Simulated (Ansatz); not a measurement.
# The I–V curve of a Sc/ZnO/Mg junction, part 4 of 5

Wanted: I(V) for Sc/ZnO/Mg. The lower electrode is Sc hcp(0001), the upper one Mg hcp(0001); the barrier is ZnO wurtzite(0001) (whole bilayers). In the first transport cell, after relaxation, the nearest pair of electrode and barrier is Sc–O at 2.40 Å, at a slant, at the lower face and Mg–Zn at 2.95 Å, at a slant, at the upper one. All share a net of side 3.29 Å, which strains the lower electrode by -0.9 %, the upper one by +3.1 % and the barrier by +0.0 %, against typed lattice constants near PBE's. The first steps treat the bulk electrodes alone.

Ansatz 0.2.0; PBE DFT, plane waves, PAW files (the session's first sound run).

So far. Step 4 (Relaxing the interfaces): The largest force component on a free atom ends at 0.034 eV/Å. At one or more of this run's solves the program warned of density in the dipole ramp over its bound, where dipole, forces and levels can be off. Step 5 (Current under bias): All 5 points reached self-consistency. On every other mesh point the currents change by up to 26 %. The leads' potential repeats within 81 meV, on the large side, so longer leads could move the currents.

## Step 6: The open system: T(E)

This step: PBE DFT, plane waves, PAW files; ballistic transmission by layer matching between semi-infinite leads (Ansatz 0.2.0).

The relaxed core is set between ideal electrode layers (this cell holds 4 atomic planes between the electrodes; where that differs from the relaxed slab, whole periods were copied in or cut out without a new relaxation), which the solver continues as semi-infinite leads. A wide energy window on a coarse mesh (12×12) shows where the Fermi level lies against the barrier's bands; the projected density of states shows how far the metals' states reach in.

input.yaml

```yaml
crystal:
  lattice:
    - [3.29, 0.0, 0.0]
    - [-1.645, 2.8492235785, 0.0]
    - [0.0, 0.0, 72.9752497033]
  atoms:
    - { symbol: Sc, position: [0.0, 0.0, 0.0959229332] }
    - { symbol: Sc, position: [0.33333333, 0.66666667, 0.1316251467] }
    - { symbol: Sc, position: [0.0, 0.0, 0.1673273603] }
    - { symbol: Sc, position: [0.33333333, 0.66666667, 0.2030295739] }
    - { symbol: Sc, position: [0.0, 0.0, 0.2387317875] }
    - { symbol: Sc, position: [0.33333333, 0.66666667, 0.274434001] }
    - { symbol: Sc, position: [0.0, 0.0, 0.3101362146] }
    - { symbol: Sc, position: [0.33333333, 0.66666667, 0.3458384282] }
    - { symbol: Sc, position: [0.0, 0.0, 0.3815406417] }
    - { symbol: Sc, position: [0.33333333, 0.66666667, 0.4172428553] }
    - { symbol: Sc, position: [0.0, 0.0, 0.4529264544] }
    - { symbol: O, position: [0.33333333, 0.66666667, 0.4730183103] }
    - { symbol: Zn, position: [0.66666667, 0.33333333, 0.4868748192] }
    - { symbol: O, position: [0.66666667, 0.33333333, 0.5132698547] }
    - { symbol: Zn, position: [0.33333333, 0.66666667, 0.5235225685] }
    - { symbol: Mg, position: [0.66666667, 0.33333333, 0.5544646916] }
    - { symbol: Mg, position: [0.0, 0.0, 0.590120825] }
    - { symbol: Mg, position: [0.66666667, 0.33333333, 0.6250048519] }
    - { symbol: Mg, position: [0.0, 0.0, 0.6598888788] }
    - { symbol: Mg, position: [0.66666667, 0.33333333, 0.6947729056] }
    - { symbol: Mg, position: [0.0, 0.0, 0.7296569325] }
    - { symbol: Mg, position: [0.66666667, 0.33333333, 0.7645409594] }
    - { symbol: Mg, position: [0.0, 0.0, 0.7994249862] }
    - { symbol: Mg, position: [0.66666667, 0.33333333, 0.8343090131] }
    - { symbol: Mg, position: [0.0, 0.0, 0.86919304] }
    - { symbol: Mg, position: [0.66666667, 0.33333333, 0.9040770668] }
kpoints:
  mp_grid: { grid: [12, 12, 1] }
scf:
  occupations: { method: fermi_dirac, width: 0.1 }
  max_iter: 150
hamiltonian:
  xc: pbe
output:
  transmission:
    kmesh: [12, 12]
    e_range: [-2.5, 2.5]
    de: 0.1
    leads: [[4, 6], [20, 22]]
  dos: { projected: true, e_range: [-6, 5], de: 0.05 }
  write_potential: true
  write_density: true
  volumetric_format: npy
```

Started as:

```console
> ansatz run input.yaml --threads 4 --pin off --max-ram 16384MiB --backend cpu --events-out ev --progress --plain --runs-dir out
```

Numbers of over 12 decimals in the logs are rounded to 6 here.

Log:

```text
[...]
Crystal: 26 atoms, lattice volume = 684.066 Å³
Basis set: ecut = 420 eV, 13635 PW (Γ)
Bands: 161, of which v1, the nominal top of the filled ones, is band 134 counted from 1 (133 counted from 0)
Symmetry: 6 space group operations
[...]
k-points: 19 of 144 (time reversal used)
[...]
SCF iter   1: F=—  HF=-52428.964336 eV  |F-HF|=—  |Δ(HF+E_count)|=         —  Δρ=5.83e-3  dr2=4.65e1  ethr=1.77e-3  ⟨swp⟩=13.8  Hψ=14652  notcnv=0
[...]
SCF iter  10: F=-52428.857287 eV  HF=-52428.857287 eV  |F-HF|=5.38e-8  |Δ(HF+E_count)|=   6.85e-9  Δρ=2.32e-6  dr2=4.28e-8  ethr=3.75e-11  ⟨swp⟩=3.2  Hψ=5111  notcnv=0
SCF 1 converged in 10 iterations: F = -52428.857287 eV  dr2 = 4.28e-8
[...]
transmission: 109 of 1083 steps passed
transmission: 217 of 1083 steps passed
[...]
transmission: 1083 of 1083 steps passed
[...]
SCF converged after 10 iterations
Free energy (F): -52428.857287 eV
[...]
Internal energy: -52427.974168 eV  (E = F + TS)
E sigma→0 (E₀):  -52428.415728 eV
Entropy (-TS):   -0.883119 eV (-33.966 meV/atom)
Fermi energy:    5.886230 eV
[...]
--- Band table (eV; the first three rows and the last of 19) ---
  k-point 0: bands = [... 130 lower, 5.9695, 5.9769, 6.3670, 6.3728, 6.4231, 6.5424, 6.6516, 6.7551, ... 23 higher]
  k-point 1: bands = [... 130 lower, 5.9917, 6.0538, 6.2497, 6.2562, 6.3345, 6.4818, 6.6729, 6.7895, ... 23 higher]
  k-point 2: bands = [... 130 lower, 5.9431, 5.9683, 6.0173, 6.1432, 6.3190, 6.3511, 6.5384, 6.6990, ... 23 higher]
  k-point 18: bands = [... 130 lower, 5.4844, 5.5088, 5.6197, 5.6627, 5.6749, 5.6902, 5.7373, 5.8856, ... 23 higher]
--- Transmission ---
  basis      : 85 plane waves across, 57 finite elements along
  points     : 19, standing for a mesh of 12 x 12
  energies   : 51 from -2.500000 to 2.500000 eV about the Fermi level, 0.100000 eV apart; the leads are filled to 0.000000 eV, and channels, transmission and decay are at 0.000000 eV
  crystal 0  : Sc2, at the sites [4, 6], period 5.2108 Å, over 28.66 Å; its Hamiltonian steps by up to 4.2 meV
    offset         : up to 0.0000 Å between an atom of the period and one for which it stands
    channels       : 1.416667e0 a spin
    conductance    : none, the energies end too early or step too widely for 300 K: set another output.transmission.e_range or a lower de, or, where they end at an eighth of basis.ecutwfc, a higher one
    slowest decay  : 0.0920 /Å at (0.3333, 0.3333)
  crystal 1  : Mg2, at the sites [20, 22], period 5.0913 Å, over 25.46 Å; its Hamiltonian steps by up to 9.4 meV
[...]
channels       : 9.236111e-1 a spin
[...]
slowest decay  : 0.0212 /Å at (0.1667, 0.0833)
  junction   : crystal 0 to crystal 1, 23.24 to 50.13 Å
    transmission   : 2.488350e-2 a spin
[...]
```

It took 3.3 min on 4 threads of Arm Neoverse V1, shared host; peak memory 3.8 GiB; 12 min of CPU time.

This step gave:

```
level to which the leads are filled                 : 0 eV from the Fermi level
transmission at the Fermi level (a spin, zone mean) : 0.02488
channels of the lower lead                          : 1.417
channels of the upper lead                          : 0.9236
potential step in the lower lead                    : 4.2 meV
potential step in the upper lead                    : 9.4 meV
```

One spin. The transmission, zone mean by energy, zero at the Fermi level:

```csv
energy (eV),"transmission, zone mean"
-2.50,0.0456
-2.30,0.0518
-2.20,0.0547
-2.00,0.0602
-1.80,0.0641
-1.60,0.0587
-1.50,0.0427
-1.30,0.0293
-1.10,0.0199
-0.90,0.0103
-0.80,0.00786
-0.60,0.00324
-0.40,0.0149
-0.30,0.00866
-0.10,0.0281
0.00,0.0249
0.10,0.0468
0.30,0.0111
0.40,0.0321
0.60,0.0713
0.80,0.0273
0.90,0.0343
1.10,0.189
1.30,0.301
1.40,0.316
1.50,0.271
1.60,0.140
1.80,0.149
2.00,0.0950
2.20,0.0493
2.30,0.0796
2.50,0.0272
```

One spin. Table of open channels, zone mean by energy, zero at the Fermi level:

```csv
energy (eV),lower lead,upper lead
-2.50,0.507,0.840
-2.40,0.590,0.840
-2.20,0.590,0.861
-2.10,0.632,0.882
-2.00,0.632,0.965
-1.80,0.674,1.05
-1.70,0.757,1.05
-1.60,0.854,1.05
-1.40,0.812,1.05
-1.30,0.771,1.12
-1.10,0.854,1.08
-1.00,0.833,1.04
-0.90,0.75,1
-0.70,0.562,0.743
-0.60,0.590,0.924
-0.50,0.562,0.799
-0.30,1.01,0.840
-0.20,1.15,1.09
-0.10,1.42,0.840
0.00,1.42,0.924
0.10,1.46,0.965
0.20,0.833,0.854
0.30,0.653,0.812
0.50,0.5,1.15
0.60,0.576,1.10
0.70,0.660,1.31
0.90,0.826,1.23
1.00,0.951,1.23
1.10,1.34,1.35
1.30,1.32,1.30
1.40,1.07,1.30
1.60,0.785,1.34
1.70,0.771,1.34
1.80,1.14,1.38
2.00,1.20,1.26
2.10,1.03,1.59
2.20,1.03,1.51
2.40,1.01,1.47
2.50,1.13,1.51
```

Transmission over k1 and k2. At 0.0000 eV from the Fermi level.

Ten even steps from '_' (0.0000) to '@' (0.0933):
```
@@@@**::::**@@@@==____==
__**==..__..==**________
__::..________..::______
__::______________::__==
@@**..____________..**@@
@@@@==______________==@@
@@@@**..____________..**
__==__::______________::
________::..________..::
__________**==..__..==**
@@==____==@@@@**::::**@@
@@@@______@@@@@@______@@
```
Columns: k1 (b1) from -0.5 to 0.417; rows upwards: k2 (b2) from -0.5 to 0.417.

Open channels of the lower lead over k1 and k2. At 0.0000 eV from the Fermi level.

Values, 12 rows by 12 columns:
```
2.00 2.00 2.00 2.00 2.00 2.00 2.00 2.00 2.00 2.00 2.00 2.00
2.00 2.00 1.00 1.00 1.00 1.00 1.00 2.00 2.00 2.00 0.00 2.00
2.00 2.00 1.00 1.00 1.00 1.00 1.00 1.00 2.00 2.00 2.00 2.00
2.00 2.00 1.00 1.00 0.00 0.00 0.00 1.00 1.00 2.00 2.00 2.00
2.00 2.00 1.00 1.00 0.00 0.00 0.00 0.00 1.00 1.00 2.00 2.00
2.00 2.00 1.00 1.00 0.00 0.00 0.00 0.00 0.00 1.00 1.00 2.00
2.00 2.00 2.00 1.00 1.00 0.00 0.00 0.00 0.00 1.00 1.00 2.00
2.00 2.00 2.00 2.00 1.00 1.00 0.00 0.00 0.00 1.00 1.00 2.00
2.00 2.00 2.00 2.00 2.00 1.00 1.00 1.00 1.00 1.00 1.00 2.00
2.00 2.00 0.00 2.00 2.00 2.00 1.00 1.00 1.00 1.00 1.00 2.00
2.00 2.00 2.00 2.00 2.00 2.00 2.00 2.00 2.00 2.00 2.00 2.00
2.00 2.00 2.00 2.00 2.00 2.00 2.00 2.00 2.00 2.00 2.00 2.00
```
Columns: k1 (b1) from -0.5 to 0.417; rows upwards: k2 (b2) from -0.5 to 0.417.

Open channels of the upper lead over k1 and k2. At 0.0000 eV from the Fermi level.

Ten even steps from '0' (0.00) to '9' (3.00):
```
663333666006
033333330090
333000033300
033033303306
633033330336
663033333036
663303333033
060330333033
300333000033
009003333333
660066633336
660306660306
```
Columns: k1 (b1) from -0.5 to 0.417; rows upwards: k2 (b2) from -0.5 to 0.417.

Projected DOS an atom over height of the atomic layer and energy from the Fermi level. Layers: Sc Sc Sc Sc Sc Sc Sc Sc Sc Sc Sc O Zn O Zn Mg Mg Mg Mg Mg Mg Mg Mg Mg Mg Mg; projections on atoms miss part of the total, and the computed bands can run out at the top of the range; a column is the mean of 2 neighbouring layers, the last of those left over.

Ten even steps from '0' (0.00 states/eV) to '9' (2.17 states/eV), each cell a mean:
```
5443541000000
8444330000000
9888750000000
9777740000000
4566520000000
4444520000001
4444410000001
3333310011111
2333200011111
2222200011111
1111100011111
1111100011111
1111102111111
1111102111111
0000003111111
0000003111111
0000023111111
0000046111111
0000041011110
0000063100000
0000032100000
0000022200000
```
Columns: height of the atomic layer (Å) from 8.3 to 64.7 (not evenly spaced); rows upwards: energy from the Fermi level (eV) from -6 to 0.85.

At the Fermi level the transmission is 0.025, as a zone mean for one spin on this coarse mesh. At the Fermi level the layers of this cell's barrier hold from 0.015 to 0.10 states an eV and atom. In the worse lead the potential repeats within 9.4 meV, which the program lets pass.

[end of part 4 of 5]

[Logs are printed without paths, hosts, clocks, repeated set-up lines and the standing remarks that a program may print on its own settings, such as how far it seeks lower states.]

[Hosts, paths, dates, database ids (printed as entryN), source tags and the programs' standing remarks are cut or masked in the printed files.]
